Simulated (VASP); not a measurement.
## BaTiO3: equilibrium volume by level of theory

```cif
data_structure
_symmetry_space_group_name_H-M 'Pm-3m'
_symmetry_Int_Tables_number 221
_cell_length_a 4.0060
_cell_length_b 4.0060
_cell_length_c 4.0060
_cell_angle_alpha 90.000
_cell_angle_beta 90.000
_cell_angle_gamma 90.000
_cell_volume 64.29
loop_
_atom_site_label
_atom_site_type_symbol
_atom_site_symmetry_multiplicity
_atom_site_Wyckoff_symbol
_atom_site_fract_x
_atom_site_fract_y
_atom_site_fract_z
_atom_site_occupancy
Ba1 Ba 1 b 0.50000 0.50000 0.50000 1
Ti1 Ti 1 a 0.00000 0.00000 0.00000 1
O1 O 3 d 0.50000 0.00000 0.00000 1
```

```tsv
rung	level	program and potentials	cutoff (eV)	k mesh	equilibrium volume (Å³/atom)	notes
LDA	LDA	VASP, LDA PAW files Ba_sv, O, Ti_sv, 600 eV	600	8 × 8 × 8	12.33	-
GGA	PBE	VASP, PBE PAW files Ba_sv, O, Ti_sv, 600 eV	600	8 × 8 × 8	(a)	-
GGA + dispersion	PBE+D3(BJ)	VASP, PBE PAW files Ba_sv, O, Ti_sv, 600 eV	600	8 × 8 × 8	12.85	-
GGA	PBEsol	VASP, PBE PAW files Ba_sv, O, Ti_sv, 600 eV	600	8 × 8 × 8	12.64	potentials made for PBE
GGA	RPBE	VASP, PBE PAW files Ba_sv, O, Ti_sv, 600 eV	600	8 × 8 × 8	13.46	potentials made for PBE
meta-GGA	r2SCAN	VASP, PBE PAW files Ba_sv, O, Ti_sv, 600 eV	600	8 × 8 × 8	12.87	potentials made for PBE
```

Task: relaxation of cell and atoms. All rows: no spin polarisation. Meshes are those of the run's cell of 5 atoms unless a note names another. Relaxations start from the cell shown or near it and stop with a little pressure left. Runs on faulty files, with rough fits or with known faults for this quantity aren't shown. No row holds spin-orbit coupling.

Question: Estimate the value left out from the other rows.

Answer: (a) 13.11 Å³/atom.
